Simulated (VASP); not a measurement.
# Ag in VASP: relaxation of the atoms with PBE

Aim: the relaxation of the atoms of Ag with PBE.

Everything below comes from runs of VASP 6.6.1. Logs are shortened: lines on timing, memory, paths and dates and some standing lists are left out, and cuts for length are marked.

### 1 The slab as given

The cell holds a slab with vacuum, 3 atoms: a = 2.923 Å, b = 2.923 Å, c = 25.433 Å, α = 90.00°, β = 90.00°, γ = 120.00°.

The cell was built by a generator and needn't be a form met in nature.

### 2 Relaxation of the atoms, PBE

Contents of INCAR:

```
PREC     = Accurate       # precision mode
ENCUT    = 520            # plane-wave cutoff, eV
EDIFF    = 1E-6           # SCF threshold, eV
ISMEAR   = 1              # smearing method
SIGMA    = 0.1            # smearing width, eV
LREAL    = False          # projectors in reciprocal space
LASPH    = True           # aspherical terms in the spheres
NELM     = 120            # most SCF steps
ALGO     = Normal         # electronic algorithm
ISIF     = 2              # what is computed and relaxed
LWAVE    = False          # write WAVECAR
LCHARG   = False          # write CHGCAR
LDIPOL   = True         
IDIPOL   = 3            
DIPOL    = 0.5 0.5 0.500
GGA      = PE             # functional
IBRION   = 2              # ionic algorithm
NSW      = 90             # ionic steps
EDIFFG   = -0.02          # ionic threshold
KPAR     = 2
```

Contents of KPOINTS:

```
regular mesh
0
Gamma
  13 13 1
```

Contents of POSCAR:

```
Ag
1.0
    1.4613884900      2.5311991400      0.0000000000
   -2.9227769700      0.0000000000      0.0000000000
    0.0000000000      0.0000000000     25.4327247600
Ag
3
Direct
    0.0000000000      0.0000000000      0.4070435700
    0.6666670000      0.3333330000      0.5000000000
    0.3333330000      0.6666670000      0.5929564300
```

Potentials or basis: VASP PAW PBE potentials, release 64 (Ag).

On the command line:

```
$ cat potpaw_PBE.64/Ag/POTCAR > POTCAR
$ mpirun -np 2 vasp_std > vasp.out
```

OUTCAR:

```text
PREC = Accurate
   ENCUT = 520
   EDIFF = 1E-6
   ISMEAR = 1
   LREAL = False
   LASPH = True
   NELM = 120
   ISIF = 2
   GGA = PE
   IBRION = 2
   NSW = 90
   EDIFFG = -0.02

 ion  position               nearest neighbor table
   1  0.000  0.000  0.407-   2 2.90   2 2.90   2 2.90
   2  0.667  0.333  0.500-   3 2.90   1 2.90   3 2.90   1 2.90   1 2.90   3 2.90
   3  0.333  0.667  0.593-   2 2.90   2 2.90   2 2.90

  LATTYP: Found a hexagonal cell.
 ALAT       =     2.9227770023
 C/A-ratio  =     8.7015618161

  Lattice vectors:

 A1 = (   1.4613884900,   2.5311991400,   0.0000000000)
 A2 = (  -2.9227769700,   0.0000000000,   0.0000000000)
 A3 = (   0.0000000000,   0.0000000000,  25.4327247600)

Analysis of symmetry for initial positions (statically):
=====================================================================
 Subroutine PRICEL returns:
 Original cell was already a primitive cell.

 Routine SETGRP: Setting up the symmetry group for a
 hexagonal supercell.

 Subroutine GETGRP returns: Found 12 space group operations
 (whereof  6 operations were pure point group operations)
 out of a pool of 24 trial point group operations.

The static configuration has the point symmetry C_3v.
 The point group associated with its full space group is D_3d.

Analysis of symmetry for dynamics (positions and initial velocities):
=====================================================================
 Subroutine PRICEL returns:
 Original cell was already a primitive cell.

 Routine SETGRP: Setting up the symmetry group for a
 hexagonal supercell.

 Subroutine GETGRP returns: Found 12 space group operations
 (whereof  6 operations were pure point group operations)
 out of a pool of 24 trial point group operations.

The dynamic configuration has the point symmetry C_3v.
 The point group associated with its full space group is D_3d.

 Subroutine INISYM returns: Found 12 space group operations
 (whereof  6 operations are pure point group operations),
 and found     1 'primitive' translations

----------------------------------------------------------------------------------------

                                     Primitive cell

  volume of cell :     188.1546

  direct lattice vectors                    reciprocal lattice vectors
     1.461388490  2.531199140  0.000000000     0.000000000  0.395069666  0.000000000
    -2.922776970  0.000000000  0.000000000    -0.342140372  0.197534834  0.000000000
     0.000000000  0.000000000 25.432724760     0.000000000  0.000000000  0.039319421

  length of vectors
     2.922777002  2.922776970 25.432724760     0.395069666  0.395069671  0.039319421

  position of ions in fractional coordinates (direct lattice)
     0.000000000  0.000000000  0.407043570
     0.666667000  0.333333000  0.500000000
     0.333333000  0.666667000  0.592956430

  ion indices of the primitive-cell ions
   primitive index   ion index
                 1           1
                 2           2
                 3           3

----------------------------------------------------------------------------------------

 KPOINTS: regular mesh

Automatic generation of k-mesh.
 Grid dimensions read from file:
 generate k-points for:   13   13    1

 Generating k-lattice:

  Cartesian coordinates                     Fractional coordinates (reciprocal lattice)
     0.000000000  0.030389974  0.000000000     0.076923077  0.000000000  0.000000000
    -0.026318490  0.015194987  0.000000000     0.000000000  0.076923077  0.000000000
     0.000000000  0.000000000  0.039319421     0.000000000  0.000000000  1.000000000

  Length of vectors
     0.030389974  0.030389975  0.039319421

  Shift w.r.t. Gamma in fractional coordinates (k-lattice)
     0.000000000  0.000000000  0.000000000

 Subroutine IBZKPT returns following result:
 ===========================================

 Found     21 irreducible k-points:

 Following reciprocal coordinates:
            Coordinates               Weight
  0.000000  0.000000  0.000000      1.000000
  0.076923  0.000000  0.000000      6.000000
  0.153846  0.000000  0.000000      6.000000
  0.230769  0.000000  0.000000      6.000000
  0.307692  0.000000  0.000000      6.000000
  0.384615  0.000000  0.000000      6.000000
[... 13 lines left out ...]
  0.384615  0.230769  0.000000      6.000000
  0.307692  0.307692  0.000000      6.000000
   k-points           NKPTS =     21   k-points in BZ     NKDIM =     21   number of bands    NBANDS=     20
   number of dos      NEDOS =    301   number of ions     NIONS =      3
   total plane-waves  NPLWV = 110592
   dimension x,y,z NGX =    24 NGY =   24 NGZ =  192
   dimension x,y,z NGXF=    48 NGYF=   48 NGZF=  384
   ions per type =               3
   NGX,Y,Z   is equivalent  to a cutoff of  13.65, 13.65, 12.55 a.u.
   NGXF,Y,Z  is equivalent  to a cutoff of  27.30, 27.30, 25.10 a.u.
 SYSTEM =  unknown system
   PREC   = accura    normal or accurate (medium, high low for compatibility)
   ISTART =      0    job   : 0-new  1-cont  2-samecut
   ICHARG =      2    charge: 1-file 2-atom 10-const
   ISPIN  =      1    spin polarized calculation?
   LNONCOLLINEAR =      F non collinear calculations
   LSORBIT =      F    spin-orbit coupling
   LASPH  =      T    aspherical Exc in radial PAW
   ENCUT  =  520.0 eV  38.22 Ry    6.18 a.u.   5.43  5.43 47.29*2*pi/ulx,y,z
   NELM   =    120;   NELMIN=  2; NELMDL= -5     # of ELM steps
   EDIFF  = 0.1E-05   stopping-criterion for ELM
   LREAL  =      F    real-space projection
   EDIFFG = -.2E-01   stopping-criterion for IOM
   NSW    =     90    number of steps for IOM
   IBRION =      2    ionic relax: 0-MD 1-quasi-New 2-CG
   NFREE  =      1    steps in history (QN), initial steepest desc. (CG)
   ISIF   =      2    stress and relaxation
   ISYM   =      2    0-nonsym 1-usesym 2-fastsym
   POTIM  = 0.5000    time-step for ionic-motion
   TEBEG  =    0.0;   TEEND  =   0.0 temperature during run
   PSTRESS=    0.0 pullay stress
   NELECT =      33.0000    total number of electrons
   NUPDOWN=      -1.0000    fix difference up-down
   EMIN   =  10.00;   EMAX   =-10.00  energy-range for DOS
   EFERMI =   0.00;   METHOD = LEGACY
   ISMEAR =     1;   SIGMA  =   0.10  broadening in eV -4-tet -1-fermi 0-gaus
   EFERMI_NEDOS =   21; number of points for ismear=-14 and -15
   IALGO  =     38    algorithm
   IMIX   =      4    mixing-type and parameters
     AMIX     =   0.40;   BMIX     =  1.00
     AMIX_MAG =   1.60;   BMIX_MAG =  1.00
  volume/ion in A,a.u.               =      62.72       423.24
  Fermi-wavevector in a.u.,A,eV,Ry     =   0.916378  1.731703 11.425467  0.839748
  Thomas-Fermi vector in A             =   2.041226
   LORBIT       =      0    0 simple, 1 ext, 2 COOP (PROOUT), +10 PAW based schemes
   GGA     = PE    functional components
   LHFCALC =     F    Hartree Fock is set to
   AEXX    =    0.0000 exact exchange contribution
   IVDW    =     0    specifies the selected vdW correction
   LEPSILON=     F    determine dielectric tensor
   LRPA    =     F    only Hartree local field effects (RPA)
 conjugate gradient relaxation of ions
 non-spin polarized calculation
 Methfessel and Paxton  Order N= 1 SIGMA  =   0.10
  energy-cutoff  :      520.00
  volume of cell :      188.15
 maximum number of plane-waves:      5163
 NGX is ok and might be reduce to    24
   NGX = 11   NGY = 11   NGZ = 95

--------------------------------------- Ionic step        1  -------------------------------------------

 number of electron      33.0000008 magnetization

 Free energy of the ion-electron system (eV)
  ---------------------------------------------------
  ext. energy  EPLUGINS =         0.00000000
  ---------------------------------------------------
  free energy    TOTEN  =        -7.49597653 eV

  energy without entropy =       -7.49551967  energy(sigma->0) =       -7.49582425

------------------------ aborting loop because EDIFF is reached ----------------------------------------

  FORCE on cell =-STRESS in cart. coord.  units (eV):
  Direction    XX          YY          ZZ          XY          YZ          ZX
  --------------------------------------------------------------------------------------
  -------------------------------------------------------------------------------------
  Total       -0.8742349     -0.8742349      0.4914276     -0.0000000      0.0000000      0.0000000
  in kB       -7.4442994     -7.4442996      4.1846121     -0.0000000      0.0000000      0.0000000
  external PRESSURE =      -3.5679956 kB  Pullay stress =       0.0000000 kB
[... 59 lines left out ...]
  energy  without entropy=       -7.4965037308  energy(sigma->0) =       -7.49685482

--------------------------------------- Ionic step        3  -------------------------------------------

 number of electron      33.0000012 magnetization

 dipolmoment           0.000000      0.000000      0.000000 electrons x Angstroem

------------------------ aborting loop because EDIFF is reached ----------------------------------------

  FORCE on cell =-STRESS in cart. coord.  units (eV):
  Direction    XX          YY          ZZ          XY          YZ          ZX
  --------------------------------------------------------------------------------------
  -------------------------------------------------------------------------------------
  Total       -0.9797978     -0.9797978      0.1700319     -0.0000000      0.0000000      0.0000000
  in kB       -8.3431903     -8.3431906      1.4478583     -0.0000000      0.0000000      0.0000000
  external PRESSURE =      -5.0795075 kB  Pullay stress =       0.0000000 kB
[... 59 lines left out ...]
  energy  without entropy=       -7.4981329907  energy(sigma->0) =       -7.49843506

--------------------------------------- Ionic step        5  -------------------------------------------

 number of electron      33.0000009 magnetization

 dipolmoment           0.000000      0.000000     -0.000000 electrons x Angstroem

 Free energy of the ion-electron system (eV)
  ---------------------------------------------------
  ext. energy  EPLUGINS =         0.00000000
  ---------------------------------------------------
  free energy    TOTEN  =        -7.49961801 eV

  energy without entropy =       -7.49899138  energy(sigma->0) =       -7.49940913

 E-fermi :  -0.9419     XC(G=0):  -4.0637

 val. band max:       -0.9725640335   @ k =   0.2308   0.0000   0.0000
 cond. band min:      -0.6868594472   @ k =   0.2308   0.2308   0.0000
 fundamental gap:      0.2857045863
 Fermi energy:        -0.9419461771

 k-point     1 :       0.0000    0.0000    0.0000
  band No.  band energies     occupation
      1      -7.9296      2.00000
      2      -7.0066      2.00000
      3      -6.9002      2.00000
      4      -5.6735      2.00000
      5      -5.6239      2.00000
      6      -5.6239      2.00000
[... 12 lines left out ...]
     19      -0.5678     -0.00000
[... 446 lines left out ...]
      6      -5.5353      2.00000
[... 12 lines left out ...]
     19       3.3211      0.00000
     20       4.7573      0.00000

------------------------ aborting loop because EDIFF is reached ----------------------------------------

 vacuum level on the upper side and lower side of the slab       (xc-potential included)        -0.008        -0.008

  FORCE on cell =-STRESS in cart. coord.  units (eV):
  Direction    XX          YY          ZZ          XY          YZ          ZX
  --------------------------------------------------------------------------------------
  -------------------------------------------------------------------------------------
  Total       -1.0439034     -1.0439034     -0.0271692     -0.0000000     -0.0000000      0.0000000
  in kB       -8.8890633     -8.8890636     -0.2313514     -0.0000000     -0.0000000      0.0000000
  external PRESSURE =      -6.0031594 kB  Pullay stress =       0.0000000 kB

 VOLUME and BASIS-vectors are now :
 -----------------------------------------------------------------------------
  energy-cutoff  :      520.00
  volume of cell :      188.15
      direct lattice vectors                 reciprocal lattice vectors
     1.461388490  2.531199140  0.000000000     0.000000000  0.395069666  0.000000000
    -2.922776970  0.000000000  0.000000000    -0.342140372  0.197534834  0.000000000
     0.000000000  0.000000000 25.432724760     0.000000000  0.000000000  0.039319421
[... 9 lines left out ...]
  FREE ENERGIE OF THE ION-ELECTRON SYSTEM (eV)
  ---------------------------------------------------
  free  energy   TOTEN  =        -7.4996180052 eV

  energy  without entropy=       -7.4989913839  energy(sigma->0) =       -7.49940913

 reached required accuracy - stopping structural energy minimisation

 vacuum level on the upper side and lower side of the slab         3.510         3.510
```

Run time: 2.5 min. Hardware: 2 MPI ranks of Intel Xeon Platinum 8375C at 2.90GHz (Ice Lake), shared host; peak memory 0.34 GiB.

What came out:

| Quantity | Value |
| --- | --- |
| Free energy | -7.4996 eV |
| Energy gained by relaxing | 1.2 meV/atom |
| Ionic steps | 5 |
| Band gap on the k mesh | none (metal or under the smearing width) |

Step by step:
```
step  energy change (eV)  largest force (eV/Å)  pressure (GPa)
   1              0.0000                0.1091           -0.36
   2             -0.0011                0.0914           -0.40
   3             -0.0031                0.0394           -0.51
   4             -0.0026                0.0558           -0.72
   5             -0.0036                0.0010           -0.60
```

Final structure:
```cif
data_structure
_symmetry_space_group_name_H-M 'P 1'
_symmetry_Int_Tables_number 1
_cell_length_a 2.9228
_cell_length_b 2.9228
_cell_length_c 25.4327
_cell_angle_alpha 90.000
_cell_angle_beta 90.000
_cell_angle_gamma 120.000
_cell_volume 188.15
loop_
_atom_site_label
_atom_site_type_symbol
_atom_site_fract_x
_atom_site_fract_y
_atom_site_fract_z
_atom_site_occupancy
Ag1 Ag 0.00000 0.00000 0.40570 1
Ag2 Ag 0.66667 0.33333 0.50000 1
Ag3 Ag 0.33333 0.66667 0.59430 1
```

Levels at points of the mesh, in eV from the Fermi level:
```csv
k point,band 15,band 16,band 17,band 18,band 19,band 20
"(0.00, 0.00, 0.00)",-3.44,-3.13,-3.13,-1.40,0.37,4.01
```
